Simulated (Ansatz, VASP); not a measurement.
# Two plane-wave programs on BN

```
B N
1.0
    -2.55458    0.00000    0.00000
    -1.27729   -2.21233    0.00000
     0.00000    0.00000   12.67354
B N
6 6
Cartesian
  -2.5546 -1.4749 4.2237
  -2.5546 -1.4749 8.4482
  -2.5546 -1.4749 12.6727
  -1.2773 -0.7374 2.1114
  -1.2773 -0.7374 6.3360
  -1.2773 -0.7374 10.5605
  -2.5546 -1.4749 2.6411
  -2.5546 -1.4749 6.8657
  -2.5546 -1.4749 11.0902
  -1.2773 -0.7374 0.5289
  -1.2773 -0.7374 4.7534
  -1.2773 -0.7374 8.9779
```

Alike in both runs: task single point; functional PBE; k mesh 10 × 10 × 2; occupations gaussian, width 0.05 eV; no spin polarisation.

|  | VASP | Ansatz |
| --- | --- | --- |
| version | VASP 6.6.1 | Ansatz 0.2.0 |
| potentials or method | VASP PAW PBE potentials, release 64 (B, N) | scalar-relativistic, plane waves, PAW |
| plane-wave cutoff (eV) | 520 | 420 |
| valence electrons in the cell | 48 | 48 |

|  | VASP | Ansatz | Ansatz less VASP |
| --- | --- | --- | --- |
| gap on the k mesh at the Fermi level (eV) | 5.40 | 5.42 | +0.016 |
| least direct gap on the mesh (eV) | 8.23 | 8.24 | +0.006 |
| pressure (GPa) | 0.2 | 0.0 | -0.23 |

The functional is the same, so the differences come from potentials, cutoffs and numerics.

A k mesh can miss the band edges.
